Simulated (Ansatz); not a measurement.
AlFe3: relaxation of cell and atoms with PBEsol

The system is AlFe3.

```xyz
4
Lattice="0.0000 2.8871 2.8871 2.8871 0.0000 2.8871 2.8871 2.8871 0.0000" Properties=species:S:1:pos:R:3 pbc="T T T"
Fe    4.3307    4.3307    4.3307
Fe    1.4436    1.4436    1.4436
Fe    2.8871    2.8871    2.8871
Al    0.0000    0.0000    0.0000
```

The cell comes from a database or a generator and needn't be the stable form of this composition.

- Program: Ansatz 0.2.0
- Task: relaxation of cell and atoms
- Functional: PBEsol
- Potentials or basis: Ansatz PAW
- Cutoff: 420 eV (not typed: the program's choice for these potentials)
- k mesh: 8 × 8 × 8
- Occupations: fermi-dirac, width 0.05 eV
- Spin: collinear spin, ferromagnetic start
- Starting moments: [3.0, 3.0, 3.0, 0.0] μB
- Target pressure: 5 GPa
- Target pressure (GPa): 5

| Quantity | Value |
| --- | --- |
| Relaxed volume | 11.02 Å³/atom |
| Relaxed cell | a = 3.965 Å, b = 3.965 Å, c = 3.965 Å, α = 60.00°, β = 60.00°, γ = 60.00° |
| Space group after relaxing (to 0.05 Å) | Fm-3m (No. 225) |
| Energy change on relaxing (the enthalpy is what falls) | -17.5 meV/atom |
| Ionic steps | 5 |
| Pressure after relaxing | 5.0 GPa |
| Band gap on the k mesh | none (metal or under the smearing width) |
| Net moment | 5.40 μB per cell |
| Absolute moment | 5.89 μB per cell |
| Site moments | Fe +1.67, +2.25; Al -0.06 μB |

The path:
```
step  energy change (eV)  largest force (eV/Å)  volume (Å³)
   1              0.0000                0.0000        48.13
   2             -0.0900                0.0000        45.44
   3             -0.0709                0.0000        44.04
   4             -0.0716                0.0000        44.06
   5             -0.0699                0.0000        44.06
```

Final structure:
```
Fe Al
1.0
     0.00000    2.80337    2.80337
     2.80337    0.00000    2.80337
     2.80337    2.80337    0.00000
Fe Al
3 1
Direct
  0.75000 0.75000 0.75000
  0.25000 0.25000 0.25000
  0.50000 0.50000 0.50000
  0.00000 0.00000 0.00000
```

Levels at points of the mesh, in eV from the Fermi level:
Spin up:
```
             k point  band 26  band 27  band 28  band 29  band 30  band 31
  (0.00, 0.00, 0.00)    -0.68    -0.27    -0.27     5.99     5.99     5.99
 (0.00, 0.00, -0.50)    -0.93    -0.48    -0.48    -0.01     4.96     4.96
(0.00, -0.50, -0.50)    -0.81    -0.80    -0.32    -0.27    -0.27     0.43
```
Spin down:
```csv
k point,band 21,band 22,band 23,band 24,band 25,band 26
"(0.00, 0.00, 0.00)",-1.44,0.88,0.88,0.88,1.60,1.60
"(0.00, 0.00, -0.50)",-1.30,-0.37,-0.28,-0.28,1.33,1.33
"(0.00, -0.50, -0.50)",-1.26,-0.11,-0.11,0.08,0.82,1.11
```

It took 24 s on 2 threads of Arm Neoverse V1, on a shared host, peak memory 0.39 GiB.

Caveat: the plane-wave basis is chosen anew once the cell has moved, so the energies of steps on either side of that aren't comparable; the PAW data sets come from PBE, with cores solved anew for the run's functional, which leaves a small shift of forces and pressure.
